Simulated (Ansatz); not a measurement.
# Preparing Ga2O3 (C2/m) as a host crystal

Aim: the runs on the perfect crystal Ga2O3 (C2/m) that a defect calculation needs first.

Method: plane-wave PAW DFT, PBEsol; relaxation of the host's cell and atoms; PAW set soft_1, in the first sound run; inputs show where later runs differ, in Ansatz 0.2.0.

**1. Starting point**

The structure is monoclinic, space group C2/m (No. 12). Conventional cell: a = 12.280 Å, b = 3.048 Å, c = 5.817 Å, α = 90.00°, β = 103.76°, γ = 90.00°. Nearest to Ga lie 6 O at 1.94 to 2.08 Å. Nearest to Ga lie 4 O at 1.84 to 1.87 Å. O has 3 Ga at 1.84 to 1.94 Å nearest. Nearest to O lie 4 Ga at 1.87 to 2.08 Å. Nearest to O lie 3 Ga at 1.84 to 1.95 Å. Farther neighbours and most contacts between anions are not listed.

**2. Host cell relaxation**

Cell and atoms are relaxed together, until forces and stress fall under their thresholds.

Contents of cell/input.yaml:

```yaml
crystal:
  lattice:
    - [6.1402367, -1.5237837, 0.0]
    - [6.1402367, 1.5237837, 0.0]
    - [-1.3841309, 0.0, 5.6503489]
  atoms:
    - { symbol: Ga, position: [0.3411617, 0.3411617, 0.68526966] }
    - { symbol: Ga, position: [0.6588383, 0.6588383, 0.31473034] }
    - { symbol: Ga, position: [0.9095256, 0.9095256, 0.205214] }
    - { symbol: Ga, position: [0.0904744, 0.0904744, 0.794786] }
    - { symbol: O, position: [0.50353087, 0.50353087, 0.74333591] }
    - { symbol: O, position: [0.49646913, 0.49646913, 0.25666409] }
    - { symbol: O, position: [0.82662894, 0.82662894, 0.43676984] }
    - { symbol: O, position: [0.17337106, 0.17337106, 0.56323016] }
    - { symbol: O, position: [0.16450498, 0.16450498, 0.10915408] }
    - { symbol: O, position: [0.83549502, 0.83549502, 0.89084592] }
basis:
  ecutwfc: 420
  xc_grid: 2
hamiltonian:
  xc: pbesol
  pseudopotentials: { kind: paw, azcp: { folder: soft_1 }, xc_functional: pbe }
kpoints:
  mp_grid: { grid: [9, 9, 5] }
scf:
  occupations: { method: fixed }
  max_iter: 100
relax:
  f_tol: 0.005
  max_steps: 60
  cell: {}
output:
  forces: true
  stress: true
checkpoint:
  write: "../cell.run"
  compress: false
  write_wavefunctions: false
  write_every: 100000
```

Run with:

```
> ansatz run input.yaml --threads 32 --pin off --max-ram 84787MiB --backend cuda --events-out ev --progress --plain --runs-dir out --max-vram 78GiB
```

Numbers of over 12 decimals in the logs are rounded to 6 here.

Output:

```text
[... repeated set-up lines and file paths are left out, and long positions are rounded to six places ...]
basis.fft_grid_basis auto: the FFT boxes are laid along the combinations [[1, -1, 0], [0, 1, 0], [0, 0, 1]] of the cell's own vectors, 3.048, 6.326 and 5.817 Å long. The dense box has 24×45×40 points. [...]
Engine: ansatz 0.2.0, aarch64-unknown-linux-gnu
Pseudopotentials: kind: paw
Pseudopotential: Ga, paw, valence charge 13, recommended cutoff 420 eV (normal), soft_1/Ga.paw.azcp
Pseudopotential: O, paw, valence charge 6, recommended cutoff 420 eV (normal), soft_1/O.paw.azcp
Functional definition: PBEsol
  exchange = pbesol_x
  correlation = pbesol_c
[...]
Crystal: 10 atoms, lattice volume = 105.734 Å³
Basis set: ecut = 420 eV, 2047 PW (Γ), FFT grids on a1−a2, a2, a3, exchange–correlation on 48×90×80 points (8 copies of the dense FFT grid, shifted against one another)
Bands: 54, of which v1, the nominal top of the filled ones, is band 44 counted from 1 (43 counted from 0)
Symmetry: 4 space group operations
Space group: C2/m (ITA 12), of the structure as read, at distance tolerance 4.7e-5 Å
k-points: 115 of 405
Non-local potential: Ga, projectors of the file, l = 0: 2, l = 1: 2, l = 2: 3, l = 3: 1
Non-local potential: O, projectors of the file, l = 0: 2, l = 1: 2, l = 2: 1
PAW form: soft (Blöchl's): semilocal exchange-correlation on the pseudo side does not see the compensation charge
PAW frozen core: Ga, regenerated for the run's functional, and the local potential with it (the file was generated under x = pbe(κ = 0.804, μ = 0.219515), c = pbe(β = 0.066725))
PAW frozen core: O, regenerated for the run's functional, and the local potential with it (the file was generated under x = pbe(κ = 0.804, μ = 0.219515), c = pbe(β = 0.066725))
PAW one-centre angular grid: Ga, 590 points (default); XC on 64 Gauss nodes
PAW one-centre angular grid: O, 110 points (default); XC on 64 Gauss nodes
Initial density: superposition of atomic densities (chi_scale 0.1, normalization cell, long waves kept (reshape's long-wave potential 0.03 eV rms))
Initial wavefunctions: pseudopotential atomic-orbital guess
[...]
Functional: x = pbesol(κ = 0.804, μ = 0.123457), c = pbesol(β = 0.046)
SCF iter   1: F=—  HF=-18344.095752 eV  |Δ(HF+E_count)|=         —  Δρ=1.16e-1  dr2=6.45e0  Hψ=17754
preconditioner: auto → Resta (q_TF=auto, 2.646 Å⁻¹)  ε∞=4.3  [insulator: Δε(μ)=2.633 eV  Ē_g=18.692 eV  n_scr=34 (ndim 8)  ℏωp=33.9 eV  f_vac=0.000  ε∞_Penn≈4.3]
SCF iter   2: F=—  HF=-18342.458576 eV  |Δ(HF+E_count)|=    1.64e0  Δρ=5.24e-2  dr2=1.36e0  Hψ=11931
SCF iter   3: F=—  HF=-18341.930034 eV  |Δ(HF+E_count)|=   5.29e-1  Δρ=1.52e-2  dr2=1.80e-1  Hψ=9556
automatic band count: iteration 3 solves 52 bands in place of 54: the levels show a gap, and the empty bands left out lie too high to hold charge; the band table lists the bands solved (type scf.n_extra_bands for more)
SCF iter   4: F=—  HF=-18341.852786 eV  |Δ(HF+E_count)|=   7.72e-2  Δρ=4.56e-3  dr2=1.75e-2  Hψ=10298
[...]
SCF iter   7: F=—  HF=-18341.865986 eV  |Δ(HF+E_count)|=   1.01e-4  Δρ=2.03e-4  dr2=3.48e-5  Hψ=10629
automatic band count: iteration 7 solves 51 bands in place of 52: the levels show a gap, and the empty bands left out lie too high to hold charge; the band table lists the bands solved (type scf.n_extra_bands for more)
SCF iter   8: F=—  HF=-18341.866351 eV  |Δ(HF+E_count)|=   3.65e-4  Δρ=9.54e-5  dr2=6.73e-6  Hψ=10612
[...]
SCF iter  10: F=-18341.866350 eV  HF=-18341.866350 eV  |Δ(HF+E_count)|=   1.21e-7  Δρ=5.59e-6  dr2=2.60e-8  Hψ=21224
SCF 1 converged in 10 iterations: F = -18341.866350 eV  dr2 = 2.60e-8
  greatest PAW one-centre occupation: 0.998 electrons in one spin orbital (limit 2), on the Ga atom at site 0 (counted from 0), in its partial waves of l = 2
relax step   1: F+E_penalty+E_count = -18341.86635041 eV  Δ(F+E_penalty+E_count) = +0.000e0 eV  max|allowed force component| = 6.936e-2 eV/Å  Δτ_max = 0.0000 Å  P = -0.157 GPa  Ω = 105.734 Å³  (10 SCF iters, dr2 threshold 1.00e-7 eV, accepted)
[... the SCF cycles and remarks between the steps are left out from here to the last step ...]
relax step   2: F+E_penalty+E_count = -18341.86738102 eV  Δ(F+E_penalty+E_count) = -1.031e-3 eV  max|allowed force component| = 2.571e-2 eV/Å  Δτ_max = 0.0061 Å  P = -0.024 GPa  Ω = 105.628 Å³  energy of the carried Pulay correction = +3.168e-4 eV  (5 SCF iters, dr2 threshold 3.01e-7 eV, accepted)
relax step   3: F+E_penalty+E_count = -18341.86756738 eV  Δ(F+E_penalty+E_count) = -1.864e-4 eV  max|allowed force component| = 1.169e-2 eV/Å  Δτ_max = 0.0023 Å  P = +0.009 GPa  Ω = 105.598 Å³  energy of the carried Pulay correction = +4.072e-4 eV  (5 SCF iters, dr2 threshold 8.08e-8 eV, accepted)
relax step   4: F+E_penalty+E_count = -18341.86759572 eV  Δ(F+E_penalty+E_count) = -2.834e-5 eV  max|allowed force component| = 4.025e-3 eV/Å  Δτ_max = 0.0017 Å  P = +0.001 GPa  Ω = 105.600 Å³  energy of the carried Pulay correction = +4.012e-4 eV  (6 SCF iters, dr2 threshold 1.56e-8 eV, accepted)
[...]
iter 1 solved again at ethr=2.65e-8 eV; its pass at ethr=3.10e-3 eV (dr2=2.33e-5 eV) is discarded
SCF iter   1: F=—  HF=-18341.866758 eV  |Δ(HF+E_count)|=         —  Δρ=1.30e-5  dr2=3.08e-8  Hψ=35722
[...]
SCF iter   2: F=—  HF=-18341.867153 eV  |Δ(HF+E_count)|=   3.95e-4  Δρ=6.71e-6  dr2=1.13e-8  Hψ=10626
SCF iter   3: F=—  HF=-18341.867153 eV  |Δ(HF+E_count)|=   8.87e-9  Δρ=2.65e-6  dr2=1.45e-9  Hψ=10201
SCF iter   4: F=—  HF=-18341.867153 eV  |Δ(HF+E_count)|=   1.25e-9  Δρ=4.05e-7  dr2=1.28e-10  Hψ=10553
SCF iter   5: F=-18341.867153 eV  HF=-18341.867153 eV  |Δ(HF+E_count)|=  3.27e-11  Δρ=1.60e-7  dr2=2.71e-11  Hψ=29546
SCF 5 converged in 5 iterations: F = -18341.867153 eV  dr2 = 2.71e-11
relax step   5: F+E_penalty+E_count = -18341.86715300 eV  Δ(F+E_penalty+E_count) = +4.427e-4 eV  max|allowed force component| = 4.038e-3 eV/Å  Δτ_max = 0.0000 Å  P = -0.006 GPa  Ω = 105.600 Å³  stress off target by 1.53e-2 GPa  SCF on the basis re-selected at this cell (its energy is not comparable with the rows above)  (5 SCF iters)
basis re-selected at this cell: Δ(F+E_penalty+E_count) = +4.427e-4 eV, ΔP = -0.007 GPa vs the last step (what re-selecting the basis moved, of the pressure what is left beyond the Pulay correction that the steps carried, after the strain that the cell walked [...]
SCF converged after 5 iterations
Free energy (F): -18341.867153 eV
Harris-Foulkes:  -18341.867153 eV  (|F-HF|=1.09e-11)
Internal energy: -18341.867153 eV  (E = F + TS)
E sigma→0 (E₀):  -18341.867153 eV
Fermi energy:    7.896301 eV
--- Per-component energies (eV) ---
  E_band       = -117.497854
  E_kinetic    = 1459.548086
  E_local      = -7006.174224  (includes V_loc(G=0)·N_el)
  E_nonlocal   = -27.710326
  E_hartree    = 4086.600159
  E_xc         = -669.816607
  E_vxc        = -762.543904  (∫ρ·V_xc dr)
  E_paw        = -8788.293074  (= ΣΔE_a)
  E_vpaw       = -1953.821545  (= ΣTr[D̂ρ^β])
  E_aug_tail   = 0.003682  (compensation charges beyond the density's cutoff)
  E_ewald      = -7399.688492
  E_core_change = 3.663644  (= ΣΔE_core)
  E_smearing   = -0.000000  (= −TS)
  E_closure    = -0.000000  (closes the sum)
  Σ components = -18341.867153   (vs F -18341.867153, Δ=0.00e0)
--- Forces (eV/Å), atoms counted from 1 ---
  atom   1  Ga    -0.00226740     0.00000000     0.00403790
  atom   2  Ga     0.00226740     0.00000000    -0.00403790
  atom   3  Ga     0.00247832     0.00000000     0.00227103
  atom   4  Ga    -0.00247832     0.00000000    -0.00227103
  atom   5  O     -0.00026092     0.00000000     0.00039603
  atom   6  O      0.00026092     0.00000000    -0.00039603
  [... 4 more lines of this table ...]
  max |Σ_I F_I| component: 8.67e-19 eV/Å
--- Stress (GPa, compression-positive) ---
       -0.003692       0.000000      -0.013438
        0.000000      -0.014087       0.000000
       -0.013438       0.000000       0.000169
  P = ⅓ Tr σ = -0.0059 GPa (-0.059 kbar)
--- Band table (eV; the first three rows and the last of 115) ---
  k-point 0: bands = ["-10.9315", "-9.7516", "-9.7327", "-9.6286", "-9.1420", "-9.1359", "-5.0401", "-5.0069", "-5.0015", "-4.9521", [... rest cut ...]
  k-point 1: bands = ["-10.8599", "-9.8945", "-9.7385", "-9.5627", "-9.2017", "-9.0918", "-5.0289", "-5.0082", "-5.0025", "-4.9503", [... rest cut ...]
--- Relaxed structure (4 steps of the walk, 4 accepted, 1 SCFs on fresh bases) ---
  F+E_penalty+E_count = -18341.86715300 eV   max|allowed force component| = 4.038e-3 eV/Å   (the final SCF, on the basis selected at the relaxed cell)
  cell:  # Å, volume = 105.5998 Å³
    - [6.138979, -1.523649, 0.00393443]
    - [6.138979, 1.523649, 0.00393443]
    - [-1.380227, -3.3618280307896437e-19, 5.643958]
  atoms:
    - { symbol: Ga, position: [0.341276, 0.341276, 0.685440] }
    - { symbol: Ga, position: [0.658724, 0.658724, 0.314560] }
    - { symbol: Ga, position: [0.909492, 0.909492, 0.204603] }
    - { symbol: Ga, position: [0.090508, 0.090508, 0.795397] }
    - { symbol: O, position: [0.503788, 0.503788, 0.744085] }
    - { symbol: O, position: [0.496212, 0.496212, 0.255915] }
  [... 4 more lines of this table ...]
```

Elapsed: 4.7 s, on 1 × NVIDIA GB200 with 32 threads of Arm Neoverse V2, shared host; peak memory 1.1 GiB; 21 s of CPU time.

The steps of the relaxation:

```csv
step,energy less that of the first step (eV),largest force component (eV/Å),pressure (GPa),volume (Å³)
1,0.0000,0.0694,-0.16,105.73
2,-0.0010,0.0257,-0.02,105.63
3,-0.0012,0.0117,0.01,105.60
4,-0.0012,0.0040,0.00,105.60
5*,-0.0008,0.0040,-0.01,105.60
```

Relaxation steps marked * repeat the geometry before them on a plane-wave basis chosen anew for their cell, so energy and pressure can jump there.

The run keeps the 4 symmetry operations that it works with, so distortions that break them were not tested.

```csv
cell as run,before,after,change
a (Å),6.326,6.325,-0.0 %
b (Å),6.326,6.325,-0.0 %
c (Å),5.817,5.810,-0.1 %
α (°),103.35,103.29,-0.1 %
β (°),103.35,103.29,-0.1 %
volume (Å³/atom),10.57,10.56,-0.1 %
```

Numbers from this step:

```yaml
pressure: -0.005870 GPa
```

The cell shrank by 0.1 % in volume. First to last step the energy falls by 0.001 eV, across changes of basis; the largest move, 0.009 Å, is that of O10 and 1 other atom alike.

**3. Dielectric tensors of the host**

The response to a uniform electric field gives the electronic dielectric tensor.

This step: plane-wave PAW DFPT, PBEsol; dielectric tensors, Born charges and zone-centre modes of the host; PAW set soft_1 (Ansatz 0.2.0).

Contents of eps/input.yaml:

```yaml
crystal:
  lattice:
    - [6.1389790983, -1.5236491004, 0.0039344338]
    - [6.1389790983, 1.5236491004, 0.0039344338]
    - [-1.3802268796, 0.0, 5.6439576092]
  atoms:
    - { symbol: Ga, position: [0.3412764858, 0.3412764858, 0.6854403771] }
    - { symbol: Ga, position: [0.6587235142, 0.6587235142, 0.3145596229] }
    - { symbol: Ga, position: [0.9094922641, 0.9094922641, 0.2046026177] }
    - { symbol: Ga, position: [0.0905077359, 0.0905077359, 0.7953973823] }
    - { symbol: O, position: [0.5037884346, 0.5037884346, 0.7440849188] }
    - { symbol: O, position: [0.4962115654, 0.4962115654, 0.2559150812] }
    - { symbol: O, position: [0.8267873152, 0.8267873152, 0.4372393251] }
    - { symbol: O, position: [0.1732126848, 0.1732126848, 0.5627606749] }
    - { symbol: O, position: [0.1652740744, 0.1652740744, 0.1095265368] }
    - { symbol: O, position: [0.8347259256, 0.8347259256, 0.8904734632] }
basis:
  ecutwfc: 420
hamiltonian:
  xc: pbesol
  pseudopotentials: { kind: paw, azcp: { folder: soft_1 }, xc_functional: pbe }
kpoints:
  mp_grid: { grid: [8, 8, 4] }
scf:
  occupations: { method: fixed }
  max_iter: 100
phonons:
  method: dfpt
  dielectric: true
  rigid_motions: translations
```

Output:

```text
[...]
Crystal: 10 atoms, lattice volume = 105.600 Å³
Basis set: ecut = 420 eV, 2045 PW (Γ), exchange–correlation on 90×90×80 points (8 copies of the dense FFT grid, shifted against one another)
Bands: 54, of which v1, the nominal top of the filled ones, is band 44 counted from 1 (43 counted from 0)
Symmetry: 4 space group operations
k-points: 132 of 256 (irreducible under 1 space group operation, time reversal used)
[...]
SCF iter   1: F=—  HF=-18344.096144 eV  |Δ(HF+E_count)|=         —  Δρ=1.16e-1  dr2=6.45e0  Hψ=20872
[...]
SCF iter   2: F=—  HF=-18342.459636 eV  |Δ(HF+E_count)|=    1.64e0  Δρ=5.24e-2  dr2=1.36e0  Hψ=13819
[...]
SCF iter  13: F=-18341.866998 eV  HF=-18341.866998 eV  |Δ(HF+E_count)|=  2.18e-11  Δρ=1.57e-7  dr2=1.89e-11  Hψ=40550
SCF 1 converged in 13 iterations: F = -18341.866998 eV  dr2 = 1.89e-11
[...]
the response reads at least the filled bands of the reference SCF and the lowest empty band at each k-point, and that SCF's band table does not vouch for those bands. The notice of the band table in this run's record says why
[...]
NSCF: frozen V_eff on 1 k-points
[...]
NSCF: frozen V_eff on 78 k-points, pencils in batches of 32, up to order 216
[...]
DFPT response loops at q = (0, 0, 0) (fractional): preconditioner auto → Resta (q_TF=auto, 2.647 Å⁻¹)  ε∞=5.2 (no band partly filled); β = 1.00, the filter's whole step (`scf.mixing.beta` (0.50) is not read by the response loops at its default; [...]
[...]
DFPT response loops at Γ: preconditioner auto → Resta (q_TF=auto, 2.647 Å⁻¹)  ε∞=5.2 (no band partly filled); β = 1.00, the filter's whole step (`scf.mixing.beta` (0.50) is not read by the response loops at its default; [...]
── the response to a field inside a basis, on 10×10×6 k-points: an SCF that follows is theirs, and a resumed run solves both again ──
[...]
Bands: 45, of which v1, the nominal top of the filled ones, is band 44 counted from 1 (43 counted from 0)
k-points: 165 of 600
[...]
Eigensolver: Dense (165 Hₖ)
SCF iter   1: F=—  HF=-18341.691028 eV  |Δ(HF+E_count)|=         —  Δρ=8.24e-4  dr2=1.70e-4
[...]
SCF 1 converged in 6 iterations: F = -18341.691150 eV  dr2 = 7.46e-9
[...]
SCF converged after 13 iterations
[...]
-1.44588   -0.00000   -0.05883
        -0.00000   -2.10533   -0.00000
        -0.03339   -0.00000   -2.51161
    site 9:
        -1.44588   -0.00000   -0.05883
        -0.00000   -2.10533   -0.00000
        -0.03339   -0.00000   -2.51161
  Z* charge neutrality: 1.995e-2 e pre-enforcement
  solved inside a basis spanned on kpoints, on 10×10×6 k-points, its susceptibility summed on 14×14×8: ε∞ is read to err by 1.7e-2, Z* by 2.1e-2 e (field_mesh: kpoints solves on kpoints); Z* is corrected for what the basis lacks
  optical modes at Γ without the LO–TO term, one row a degenerate level:
      ω (cm⁻¹)  modes    IR ((D/Å)²/amu)
        106.04      1             0.0000
        108.05      1             0.0000
        141.59      1             0.0000
        147.52      1             0.1267
        159.95      1             0.0000
        188.51      1            11.2133
        188.84      1             0.0000
        246.16      1             8.1598
        268.48      1             0.6177
        294.67      1            14.4162
        307.33      1             0.0000
        336.70      1             0.0000
        342.70      1             0.0000
        344.40      1             5.1553
        382.72      1             0.0000
        412.92      1            29.5274
        436.40      1            24.3838
        450.74      1             0.0000
        461.48      1             0.0000
        548.52      1            32.2937
        603.33      1             0.0000
        629.91      1             0.0000
        631.11      1             0.0000
        640.08      1            13.2580
        661.49      1             8.5905
        714.04      1             4.6695
        733.30      1             0.0000
  optical modes at Γ + LO–TO along q̂ = [1.0000, 0.0000, 0.0000]:
      ω (cm⁻¹)  modes    IR ((D/Å)²/amu)
        106.04      1             0.0000
        108.05      1             0.0000
        141.59      1             0.0000
        147.52      1             0.1267
        159.95      1             0.0000
        188.84      1             0.0000
        191.03      1            10.7489
[...]
optical modes at Γ + LO–TO along q̂ = [0.0000, 1.0000, 0.0000]:
      ω (cm⁻¹)  modes    IR ((D/Å)²/amu)
[...]
optical modes at Γ + LO–TO along q̂ = [0.0000, 0.0000, 1.0000]:
      ω (cm⁻¹)  modes    IR ((D/Å)²/amu)
[...]
436.40      1            24.3838
        450.74      1             0.0000
        457.84      1            23.2530
        461.48      1             0.0000
        603.33      1             0.0000
        629.91      1             0.0000
        631.11      1             0.0000
        632.50      1            21.4866
        640.08      1            13.2580
        677.27      1             7.4136
        733.30      1             0.0000
        759.03      1            29.7135
```

It took 37 s on 1 × NVIDIA GB200 with 32 threads; peak memory 5.5 GiB; 5.3 min of CPU time.

In the SCF lines HF is the Harris–Foulkes energy and dr2 the Hartree energy of the density residual, in eV; the loop may stop once dr2 is under the threshold and the program's other checks hold. Hψ counts applications of the Hamiltonian.

Electronic dielectric tensor:

```
4.10 0.00 0.00
0.00 4.20 0.00
0.00 0.00 4.21
```

Static dielectric tensor:

```
11.09  0.00 -0.77
 0.00 10.92  0.00
-0.77  0.00 13.61
```

The principal values of the electronic dielectric tensor are 4.10, 4.20 and 4.21. The principal values of the static dielectric tensor are 10.87, 10.92 and 13.83.

(Part 1 of 2 ends here.)

[Logs are printed without paths, hosts, clocks, repeated set-up lines and the standing remarks that a program may print on its own settings, such as how far it seeks lower states.]

[Hosts, paths, dates, database ids (printed as entryN), source tags and the programs' standing remarks are cut or masked in the printed files.]

[Runs of the host that timed out are not shown.]

[For some hosts the program warned that the k-mesh of the response run may be too coarse for force constants and the static dielectric constant; such warnings are not always shown.]

[The program warned that the k-mesh of a response run behind this text may be too coarse: force constants, and the static dielectric constant and all else formed from them, are not shown converged.]
